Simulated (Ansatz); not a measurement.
A series in temperature on LiF

All results are calculated (Ansatz 0.2.0). Harmonic vibrational free energy, entropy and heat capacity at constant volume, per atom, from the force constants of a q mesh, imaginary modes left out; plane waves with PAW datasets, Gamma-centred k mesh.

Structure of every row (space group Fm-3m, No. 225):
```
LiF
1.0
      0.0000     2.0341     2.0341
      2.0341     0.0000     2.0341
      2.0341     2.0341     0.0000
Li F
1 1
Direct
  0.50000 0.50000 0.50000
  0.00000 0.00000 0.00000
```

Settings of every row: functional PBE; dispersion none; spin none; wave cutoff 420 eV; k mesh 12x12x12; occupations fixed; smearing width 0 eV; pressure 0 GPa; phonon method linear response; q mesh 4x4x4.

| row | temperature (K) | phonon heat capacity (kB/atom) | phonon entropy (kB/atom) | phonon free energy (meV/atom) |
| --- | --- | --- | --- | --- |
| 1 | 200 | 2.04 | 1.398 | 48.3 |
| 2 | 300 | 2.492 | 2.324 | 32.2 |
| 3 | 400 | 2.694 | 3.072 | 8.8 |
| 4 | 500 | 2.797 | 3.686 | -20.4 |
| 5 | 600 | 2.856 | 4.201 | -54.5 |
| 6 | 700 | 2.893 | 4.645 | -92.6 |
| 7 | 800 | 2.917 | 5.033 | -134.3 |
| 8 | 900 | ? | ? | ? |
| 9 | 1000 | 2.947 | 5.687 | -226.9 |

Question: what phonon heat capacity and phonon entropy should row 8 give?

Worked fit of phonon heat capacity. At high temperature a harmonic heat capacity falls short of its limit by a term in 1/T², so take t = (100 K / T)². The shown rows have t = 0.25, 0.11111, 0.0625, 0.04, 0.02778, 0.02041, 0.01562, 0.01. Least squares give phonon heat capacity = 2.9956 − 5.1336 × t + 5.248 × t² kB/atom; a straight line predicts inner rows, each left out in turn, worse (root mean square 0.029 against 0.0026 kB/atom). The rows lie off it by 0.000, 0.002, -0.001, -0.002, -0.001, 0.000, 0.000, 0.002. The constant, 2.9956 kB/atom, is to be held against the harmonic limit of 3 k_B an atom. The withheld row has t = 0.01235, so the fit gives 2.9956 − 5.1336 × (0.01235) + 5.248 × (0.01235)² = 2.933 kB/atom.

The calculation gave 2.934 kB/atom. The fit lies 0.001 kB/atom (0.11 % of the column's range) below it, one unit of the last digit.

Worked fit of phonon entropy. Entropy rises as the heat capacity times the change of ln T, so take t = ln(T / 300 K). The shown rows have t = -0.4055, 0, 0.2877, 0.5108, 0.6931, 0.8473, 0.9808, 1.204. Least squares give phonon entropy = 2.3476 + 2.47921 × t + 0.25623 × t² kB/atom; a straight line predicts inner rows, each left out in turn, worse (root mean square 0.057 against 0.018 kB/atom). The rows lie off it by 0.014, -0.024, -0.010, 0.005, 0.012, 0.013, 0.007, -0.017 (root mean square 0.014 kB/atom), a smooth pattern that one more power would take up: the form is only approximate. The slope at t = 0, 2.48 kB/atom, estimates the heat capacity at 300 K. The withheld row has t = 1.0986, so the fit gives 2.3476 + 2.47921 × (1.0986) + 0.25623 × (1.0986)² = 5.381 kB/atom.

The calculation gave 5.377 kB/atom. The fit lies 0.004 kB/atom (0.093 % of the column's range) above it; its largest miss of a shown row is 0.024 kB/atom.

The other values of row 8: phonon free energy -179.2 meV/atom.
